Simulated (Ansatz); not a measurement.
BaTiO$_{3}$, DFT, PBE, PAW with Ansatz's default frozen-core files, scalar-relativistic (Ansatz 0.2.0), run on 2 threads of Arm Neoverse V2 on a shared host.

The cell is COD entry 2100860, as deposited and not checked against the literature; nothing was relaxed. The listed cell was then made from it by scaling, straining or moving an atom.

Command: `ansatz run input.yaml --threads 2 --pin off --max-ram 6144MiB --backend cpu --events-out ev --progress --plain --runs-dir out`

```yaml
crystal:
  lattice:
    - [4.0782473671, 0.0, 0.0]
    - [0.0, 4.0782473671, 0.0]
    - [0.0, 0.0, 4.0968043205]
  atoms:
    - { symbol: Ba, position: [0.0, 0.0, 0.0] }
    - { symbol: Ti, position: [0.5, 0.5, 0.5] }
    - { symbol: O, position: [0.5, 0.5, 0.0] }
    - { symbol: O, position: [0.5, 0.0, 0.5] }
    - { symbol: O, position: [0.0, 0.5, 0.5] }
kpoints:
  mp_grid: { grid: [7, 7, 7] }
scf:
  occupations: { method: fermi_dirac, width: 0.03 }
hamiltonian:
  xc: pbe
  pseudopotentials: { kind: paw }
output:
  forces: true
  stress: true
  eigenvalues: true
  efg: { contact_densities: true }
```

How large is the problem that the program sets up?

40 irreducible k-points, 1357 plane waves at Γ, 25 bands.

Estimate the wall time and the peak memory.

3.4 s of wall time for 6 SCF iterations, with a peak of 0.45 GiB. Times on shared machines scatter by tens of per cent.

And the same cell and mesh by all-electron PAW (datasets made for this crystal), asked for forces, stress, eigenvalues, efg, on the same hardware?

12 s, peak memory 0.86 GiB.
